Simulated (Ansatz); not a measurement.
Here is an Ansatz 0.2.0 calculation.

File input.yaml:

```yaml
crystal:
  lattice:
    - [3.223942, 0.0, 0.0]
    - [0.0, 3.223942, 0.0]
    - [0.0, 0.0, 3.223942]
  atoms:
    - { symbol: Au, position: [0.5, 0.5, 0.5] }
    - { symbol: Al, position: [0.0, 0.0, 0.0] }
hamiltonian:
  xc: pbesol
  pseudopotentials: { kind: paw }
kpoints:
  mp_grid: { grid: [8, 8, 8] }
scf:
  occupations: { method: fermi_dirac, width: 0.05 }
output:
  forces: true
  stress: true
  eigenvalues: true
relax:
  f_tol: 0.01
  max_steps: 40
  cell: { stress_tol: 0.05, p_target: 20.0 }
```

Potentials or basis: Ansatz PAW.

The run is started by

```console
$ ansatz run input.yaml --threads 2 --pin off --max-ram 5632MiB --backend cpu --events-out ev --progress --plain --runs-dir out
```

Q: What does it give for the space group after relaxing (to 0.05 Å)?

A: Pm-3m (No. 221).

Q: What does it give for the relaxed cell?

A: a = 3.057 Å, b = 3.057 Å, c = 3.057 Å, α = 90.00°, β = 90.00°, γ = 90.00°.

Q: What does it give for the band gap on the k mesh?

A: None (metal or under the smearing width).

Final structure:
```yaml
crystal:
  lattice:
    - [3.05695, 0.00000, 0.00000]
    - [0.00000, 3.05695, 0.00000]
    - [0.00000, 0.00000, 3.05695]
  atoms:
    - { symbol: Au, position: [0.50000, 0.50000, 0.50000] }
    - { symbol: Al, position: [0.00000, 0.00000, 0.00000] }
```

 Spin-orbit coupling is left out, which matters for the levels of Au.
